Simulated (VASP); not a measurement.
# Cu (Cmcm) in VASP: single point with PBEsol

Aim: the single point of Cu with PBEsol.

Everything below comes from runs of VASP 6.6.1. Logs are shortened: lines on timing, memory, paths and dates and some standing lists are left out, and cuts for length are marked.

**1. The crystal as given**

The structure is orthorhombic, space group Cmcm (No. 63). The conventional cell has a = 2.437 Å, b = 7.953 Å, c = 2.475 Å, α = 90.00°, β = 90.00°, γ = 90.00°. Cu (site symmetry m2m) is surrounded by 10 Cu at 2.44 to 2.54 Å.

This isn't the form of Cu at room conditions, which is fcc.

**2. Single point, PBEsol**

INCAR reads:

```
PREC = Accurate ; ENCUT = 520
EDIFF = 1E-6 ; ISMEAR = 0
SIGMA = 0.1 ; LREAL = False
LASPH = True ; NELM = 100
ALGO = Normal ; ISIF = 2
LWAVE = False ; LCHARG = False
GGA = PS ; NBANDS = 18
```

KPOINTS reads:

```
regular mesh
0
Gamma
  8 8 8
```

POSCAR reads:

```
Cu
1.0
    1.2184636900     -3.9763780104      0.0000000000
    1.2184636900      3.9763780104      0.0000000000
    0.0000000000      0.0000000000      2.4754955235
Cu
2
Direct
    0.1338666500      0.8661333500      0.2500000000
    0.8661333500      0.1338666500      0.7500000000
```

Potentials or basis: VASP PAW PBE potentials, release 64 (Cu).

Started as:

```bash
cat potpaw_PBE.64/Cu/POTCAR > POTCAR
mpirun -np 1 vasp_std > vasp.out
```

OUTCAR:

```text
PREC = Accurate
   ENCUT = 520
   EDIFF = 1E-6
   ISMEAR = 0
   LREAL = False
   LASPH = True
   NELM = 100
   ISIF = 2
   GGA = PS

 ion  position               nearest neighbor table
   1  0.134  0.866  0.250-   2 2.46   2 2.46   2 2.54   2 2.54   2 2.54   2 2.54
   2  0.866  0.134  0.750-   1 2.46   1 2.46   1 2.54   1 2.54   1 2.54   1 2.54

  LATTYP: Found a base centered orthorhombic cell.
 ALAT       =     2.4369273800
 B/A-ratio  =     3.2634357864
 C/A-ratio  =     1.0158265461

  Lattice vectors:

 A1 = (   1.2184636900,  -3.9763780104,   0.0000000000)
 A2 = (   1.2184636900,   3.9763780104,   0.0000000000)
 A3 = (   0.0000000000,   0.0000000000,   2.4754955235)

Analysis of symmetry for initial positions (statically):
=====================================================================
 Subroutine PRICEL returns:
 Original cell was already a primitive cell.

 Routine SETGRP: Setting up the symmetry group for a
 base centered orthorhombic supercell.

 Subroutine GETGRP returns: Found  8 space group operations
 (whereof  4 operations were pure point group operations)
 out of a pool of  8 trial point group operations.

The static configuration has the point symmetry C_2h.
 The point group associated with its full space group is D_2h.

Analysis of symmetry for dynamics (positions and initial velocities):
=====================================================================
 Subroutine PRICEL returns:
 Original cell was already a primitive cell.

 Routine SETGRP: Setting up the symmetry group for a
 base centered orthorhombic supercell.

 Subroutine GETGRP returns: Found  8 space group operations
 (whereof  4 operations were pure point group operations)
 out of a pool of  8 trial point group operations.

The dynamic configuration has the point symmetry C_2h.
 The point group associated with its full space group is D_2h.

 Subroutine INISYM returns: Found  8 space group operations
 (whereof  4 operations are pure point group operations),
 and found     1 'primitive' translations

----------------------------------------------------------------------------------------

                                     Primitive cell

  volume of cell :      23.9879

  direct lattice vectors                    reciprocal lattice vectors
     1.218463690 -3.976378010  0.000000000     0.410352811 -0.125742572  0.000000000
     1.218463690  3.976378010  0.000000000     0.410352811  0.125742572  0.000000000
     0.000000000  0.000000000  2.475495523     0.000000000  0.000000000  0.403959527
[... 76 lines left out ...]
   ISTART =      0    job   : 0-new  1-cont  2-samecut
   ICHARG =      2    charge: 1-file 2-atom 10-const
   ISPIN  =      1    spin polarized calculation?
   LNONCOLLINEAR =      F non collinear calculations
   LSORBIT =      F    spin-orbit coupling
   LASPH  =      T    aspherical Exc in radial PAW
   ENCUT  =  520.0 eV  38.22 Ry    6.18 a.u.   7.73  7.73  4.60*2*pi/ulx,y,z
   NELM   =    100;   NELMIN=  2; NELMDL= -5     # of ELM steps
   EDIFF  = 0.1E-05   stopping-criterion for ELM
[... 8 lines left out ...]
   TEBEG  =    0.0;   TEEND  =   0.0 temperature during run
   PSTRESS=    0.0 pullay stress
   NELECT =      22.0000    total number of electrons
   NUPDOWN=      -1.0000    fix difference up-down
   EMIN   =  10.00;   EMAX   =-10.00  energy-range for DOS
   EFERMI =   0.00;   METHOD = LEGACY
   ISMEAR =     0;   SIGMA  =   0.10  broadening in eV -4-tet -1-fermi 0-gaus
   EFERMI_NEDOS =   21; number of points for ismear=-14 and -15
   IALGO  =     38    algorithm
   IMIX   =      4    mixing-type and parameters
     AMIX     =   0.40;   BMIX     =  1.00
     AMIX_MAG =   1.60;   BMIX_MAG =  1.00
  volume/ion in A,a.u.               =      11.99        80.94
  Fermi-wavevector in a.u.,A,eV,Ry     =   1.590566  3.005733 34.421366  2.529899
  Thomas-Fermi vector in A             =   2.689241
   LORBIT       =      0    0 simple, 1 ext, 2 COOP (PROOUT), +10 PAW based schemes
   GGA     = PS    functional components
   LHFCALC =     F    Hartree Fock is set to
   AEXX    =    0.0000 exact exchange contribution
   IVDW    =     0    specifies the selected vdW correction
   LEPSILON=     F    determine dielectric tensor
   LRPA    =     F    only Hartree local field effects (RPA)
 non-spin polarized calculation
 Gauss-broadening in eV      SIGMA  =   0.10
  energy-cutoff  :      520.00
  volume of cell :       23.99
 maximum number of plane-waves:       670
   NGX = 15   NGY = 15   NGZ =  9

 number of electron      21.9999989 magnetization

 Free energy of the ion-electron system (eV)
  ---------------------------------------------------
  ext. energy  EPLUGINS =         0.00000000
  ---------------------------------------------------
  free energy    TOTEN  =        -8.28373297 eV

  energy without entropy =       -8.27838909  energy(sigma->0) =       -8.28106103

 E-fermi :   7.2202     XC(G=0): -12.7853

 val. band max:        7.2168344311   @ k =   0.3750   0.2500   0.2500
 cond. band min:       7.2614505221   @ k =   0.3750   0.0000   0.3750
 fundamental gap:      0.0446160910
 Fermi energy:         7.2202015379

 k-point     1 :       0.0000    0.0000    0.0000
  band No.  band energies     occupation
      1      -2.0695      2.00000
      2       2.2262      2.00000
      3       2.9928      2.00000
      4       3.4727      2.00000
      5       4.1731      2.00000
      6       4.4371      2.00000
[... 481 lines left out ...]
      5       4.1702      2.00000
      6       4.2023      2.00000
[... 10 lines left out ...]
     17      27.3272      0.00000
     18      31.3950      0.00000

 [... further k-points ...]

------------------------ aborting loop because EDIFF is reached ----------------------------------------

  FORCE on cell =-STRESS in cart. coord.  units (eV):
  Direction    XX          YY          ZZ          XY          YZ          ZX
  --------------------------------------------------------------------------------------
  -------------------------------------------------------------------------------------
  Total        0.0034828     -0.1930018     -0.2080638      0.0000000      0.0000000      0.0000000
  in kB        0.2326196    -12.8907914    -13.8967978      0.0000000      0.0000000      0.0000000
  external PRESSURE =      -8.8516565 kB  Pullay stress =       0.0000000 kB

 VOLUME and BASIS-vectors are now :
 -----------------------------------------------------------------------------
  energy-cutoff  :      520.00
  volume of cell :       23.99
      direct lattice vectors                 reciprocal lattice vectors
     1.218463690 -3.976378010  0.000000000     0.410352811 -0.125742572  0.000000000
     1.218463690  3.976378010  0.000000000     0.410352811  0.125742572  0.000000000
     0.000000000  0.000000000  2.475495523     0.000000000  0.000000000  0.403959527

 POSITION                                       TOTAL-FORCE (eV/Angst)
 -----------------------------------------------------------------------------------
      1.21846      2.91177      0.61887         0.000000     -0.006722     -0.000000
      1.21846     -2.91177      1.85662         0.000000      0.006722      0.000000
 -----------------------------------------------------------------------------------
    total drift:                                0.000000      0.000000      0.000000

  FREE ENERGIE OF THE ION-ELECTRON SYSTEM (eV)
  ---------------------------------------------------
  free  energy   TOTEN  =        -8.2837329727 eV

  energy  without entropy=       -8.2783890862  energy(sigma->0) =       -8.28106103
```

OSZICAR:

```text
N       E                     dE             d eps       ncg     rms          rms(c)
DAV:   1     0.121036591233E+03    0.12104E+03   -0.10523E+04  4086   0.217E+03
DAV:   2    -0.420707915209E+01   -0.12524E+03   -0.11861E+03  3784   0.286E+02
DAV:   3    -0.103282869921E+02   -0.61212E+01   -0.58425E+01  4226   0.860E+01
DAV:   4    -0.103934938456E+02   -0.65207E-01   -0.65161E-01  4550   0.950E+00
DAV:   5    -0.103943319934E+02   -0.83815E-03   -0.83812E-03  4704   0.923E-01    0.118E+01
DAV:   6    -0.918476514348E+01    0.12096E+01   -0.13837E+01  4062   0.106E+02    0.613E+00
DAV:   7    -0.830847965263E+01    0.87629E+00   -0.27588E+00  4164   0.436E+01    0.685E-01
DAV:   8    -0.828967849889E+01    0.18801E-01   -0.34385E-02  5550   0.282E+00    0.577E-01
DAV:   9    -0.828409439110E+01    0.55841E-02   -0.59694E-03  4648   0.212E+00    0.126E-01
DAV:  10    -0.828373001414E+01    0.36438E-03   -0.48444E-04  6220   0.412E-01    0.751E-03
DAV:  11    -0.828373339829E+01   -0.33841E-05   -0.14734E-05  5658   0.545E-02    0.771E-03
DAV:  12    -0.828373297272E+01    0.42556E-06   -0.16320E-06  2502   0.317E-02
   1 F= -.82837330E+01 E0= -.82810610E+01  d E =-.534389E-02
```

stdout:

```text
POSCAR found type information on POSCAR Cu
 POSCAR found :  1 types and       2 ions
 scaLAPACK will be used
 -----------------------------------------------------------------------------
|                                                                             |
|                                                                             |
|     You enforced a specific xc type in the INCAR file but a different       |
|     I HOPE YOU KNOW WHAT YOU ARE DOING!                                     |
|                                                                             |
 -----------------------------------------------------------------------------

 LDA part: xc-table for (Slater+PW92), standard interpolation
 POSCAR, INCAR and KPOINTS ok, starting setup
 FFT: planning ... GRIDC
 FFT: planning ... GRID_SOFT
 FFT: planning ... GRID
 WAVECAR not read
 entering main loop
```

Run time: 19 s. Hardware: 1 thread of Intel Xeon Platinum 8559C (Emerald Rapids), shared host; peak memory 0.17 GiB.

Results:

```yaml
Free_energy: -8.2837 eV
Pressure: -0.9 GPa
Largest_force: 0.007 eV/Å
Band_gap_on_the_k_mesh: none (metal or under the smearing width)
```

Forces on the atoms (eV/Å):
```
Cu   0.000 -0.007  0.000
Cu   0.000  0.007  0.000
```

Caveat: the PAW data sets were made with another functional, which shifts forces and pressure a little.
